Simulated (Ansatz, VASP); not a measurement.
One calculation of C, two programs

```
C
1.0
     2.45308    0.00000    0.00000
    -1.22654    2.12443    0.00000
     0.00000    0.00000    4.11898
C
4
Direct
  0.33333 0.66667 0.99971
  0.66667 0.33333 0.49971
  0.33333 0.66667 0.37429
  0.66667 0.33333 0.87429
```

Change from the starting cell: strained cell.

Alike in both runs: task relaxation of the atoms; functional PBEsol; k mesh 9 × 9 × 6; occupations gaussian, width 0.02 eV; no spin polarisation.

|  | VASP | Ansatz |
| --- | --- | --- |
| version | VASP 6.6.1 | Ansatz 0.2.0 |
| potentials or method | VASP PAW PBE potentials, release 64 (C) | scalar-relativistic, plane waves, PAW |
| plane-wave cutoff (eV) | 520 | 420 |
| valence electrons in the cell | 16 | 16 |

```csv
,VASP,Ansatz,Ansatz less VASP
"gap on the k mesh at the Fermi level, each at its own relaxed structure (eV)",2.81,2.83,+0.025
```

Ansatz warned: «pseudo_functional_mismatch».

Caveats: an odd mesh through Γ misses points on the zone boundary, where band edges often lie.
